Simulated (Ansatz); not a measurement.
CsI (started from an entry of an open crystallographic database), relaxed with r2SCAN, was run in Ansatz 0.2.0 under altered settings. All numbers are computed, without spin polarisation but where a row says otherwise.

```xyz
2
Lattice="4.6081 0.0000 0.0000 0.0000 4.6081 0.0000 0.0000 0.0000 4.6081" Properties=species:S:1:pos:R:3 pbc="T T T"
Cs    0.0000    0.0000    0.0000
I     2.3040    2.3040    2.3040
```

The base run's other keys:
```yaml
kpoints:
  mp_grid: { grid: [4, 4, 4] }
hamiltonian:
  xc: hse06
scf:
  occupations: { method: fixed }
  n_extra_bands: 4
```

It takes 10 iterations with 1935 plane waves at 420 eV and 10 k points, and leaves a mean stress of +0.21 GPa. The gap over this mesh is 4.795 eV. It ran on 4 threads of Arm Neoverse N1, on a shared host.

Outcomes, with energy and stress as changes against the base:

| setting | outcome | ΔF (meV/atom) | Δ mean stress (GPa) | gap on the mesh (eV) | iterations | wall time |
| --- | --- | --- | --- | --- | --- | --- |
| PBE hybrid, exx coeff 0.4, omega 0.5 1/Å | converged | – | -0.1 | 4.577 | 11 | 24 s |
| PBE hybrid, exx coeff 0.4, omega 0.2078 1/Å | converged | – | -0.1 | 5.411 | 10 | 23 s |
| scf.exx.singularity: regularized | converged | +1.6 | 0.0 | 4.794 | 10 | 22 s |
| basis.ecutwfc: 600 | converged | -0.8 | 0.0 | 4.794 | 10 | 39 s |

A dash marks a value that wasn't obtained or can't be compared. Stress is positive in compression. The base took 23 s.

- PBE hybrid, exx coeff 0.4, omega 0.5 1/Å. That is 40 % exact exchange, screened with ω = 0.5 1/Å, against HSE06's 25 % screened at 0.208 1/Å. The mean stress moves by -0.1 GPa and the gap on the mesh by -0.217 eV (to 4.577). Totals of different functionals aren't comparable.
- PBE hybrid, exx coeff 0.4, omega 0.2078 1/Å. That is 40 % exact exchange, screened with ω = 0.2078 1/Å, against HSE06's 25 % screened at 0.208 1/Å. The mean stress moves by -0.1 GPa and the gap on the mesh by +0.617 eV (to 5.411). Totals of different functionals aren't comparable.
- scf.exx.singularity: regularized. The free energy moves by +1.6 meV an atom, the mean stress by 0.0 GPa and the gap on the mesh by 0.000 eV (to 4.794). The result is sensitive to this setting.

Within 1 meV an atom, 0.1 GPa and 0.005 eV of the base stay: basis.ecutwfc: 600.

Spin-orbit coupling is left out, which matters wherever the heavy atoms make up the band edges.

The program warns that its thresholds are loose for a hybrid's stress.

The meshes of the hybrids are coarse, so their gaps aren't converged to the digits shown.
